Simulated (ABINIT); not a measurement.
SnTe in ABINIT: the effect of functional

Crystal: SnTe.

```xyz
2
Lattice="0.0000 3.6111 3.6111 3.6111 0.0000 3.6111 3.6111 3.6111 0.0000" Properties=species:S:1:pos:R:3 pbc="T T T"
Te    1.8056    1.8056    1.8056
Sn    0.0000    0.0000    0.0000
```

Measurements of this composition are mostly on another form, of space group No. 225.

Alike in all runs:

- Program: ABINIT 10.8.3 (patched build)
- Task: band structure
- k mesh: 7 × 7 × 7
- Occupations: fermi-dirac, width 0.05 eV
- Spin: no spin polarisation

Question: One run gave: pressure -1.4 GPa. Which functional did it use?
A. r2SCAN
B. LDA
C. PBEsol

Answer: C.

| functional | potentials or basis | cutoff | pressure (GPa) |
| --- | --- | --- | --- |
| LDA | JTH PAW LDA v2.0 | 599 eV | -2.2 |
| PBEsol | JTH PAW PBE v2.0 | 599 eV | -1.4 |
| r2SCAN | JTH PAW PBE v2.0 | 707 eV | -0.7 |

Caveats: the PAW data sets were made with another functional, which shifts forces and pressure a little (some runs).

Runs at the PBE level aren't shown here.
